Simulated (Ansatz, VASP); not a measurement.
One calculation of MgS, two programs

Contents of INCAR:

```
PREC     = Accurate       # precision mode
ENCUT    = 520            # plane-wave cutoff, eV
EDIFF    = 1E-6           # SCF threshold, eV
ISMEAR   = 0              # smearing method
SIGMA    = 0.02           # smearing width, eV
LREAL    = False          # projectors in reciprocal space
LASPH    = True           # aspherical terms in the spheres
NELM     = 80             # most SCF steps
ALGO     = Normal         # electronic algorithm
ISIF     = 2              # what is computed and relaxed
LWAVE    = False          # write WAVECAR
LCHARG   = True           # write CHGCAR
GGA      = PS             # functional
LELF     = True           # ELF
LVHAR    = True         
NBANDS   = 11             # bands
```

The input KPOINTS:

```
Automatic mesh
0
Gamma
  8 8 8
```

POSCAR

```
MgS
1.0
    0.0000000000      2.6418072073      2.6418072073
    2.6418072073      0.0000000000      2.6418072073
    2.6418072073      2.6418072073      0.0000000000
Mg S
1 1
Direct
    0.0000000000      0.0000000000      0.0000000000
    0.5000000000      0.5000000000      0.5000000000
```

Input for Ansatz:

```yaml
crystal:
  lattice:
    - [0.0, 2.6418072073, 2.6418072073]
    - [2.6418072073, 0.0, 2.6418072073]
    - [2.6418072073, 2.6418072073, 0.0]
  atoms:
    - { symbol: Mg, position: [0.0, 0.0, 0.0] }
    - { symbol: S, position: [0.5, 0.5, 0.5] }
basis:
  ecutwfc: 420
kpoints:
  mp_grid: { grid: [8, 8, 8] }
hamiltonian:
  xc: pbesol
scf:
  occupations: { method: gaussian, width: 0.02 }
output:
  forces: true
  stress: true
  eigenvalues: true
```

Alike in both runs: task single point; functional PBEsol; k mesh 8 × 8 × 8; occupations gaussian, width 0.02 eV; no spin polarisation.

|  | VASP | Ansatz |
| --- | --- | --- |
| version | VASP 6.6.1 | Ansatz 0.2.0 |
| potentials or method | VASP PAW PBE potentials, release 64 (Mg, S) | scalar-relativistic, plane waves, PAW |
| plane-wave cutoff (eV) | 520 | 420 |
| valence electrons in the cell | 8 | 16 |

VASP gave:

| Property | Result |
| --- | --- |
| gap on the k mesh at the Fermi level (eV) | 2.61 |
| least direct gap on the mesh (eV) | 3.25 |
| pressure (GPa) | -4.3 |

Which values does Ansatz return?

gap on the k mesh at the Fermi level (eV): 2.61; least direct gap on the mesh (eV): 3.25; pressure (GPa): -4.0.

The two sets of potentials don't hold the same shells in valence.

Caveats: the PAW data sets were made with another functional, which shifts forces and pressure a little (VASP). A k mesh can miss the band edges. Expect the measured gap to be larger: semilocal functionals such as PBEsol lack the derivative discontinuity.
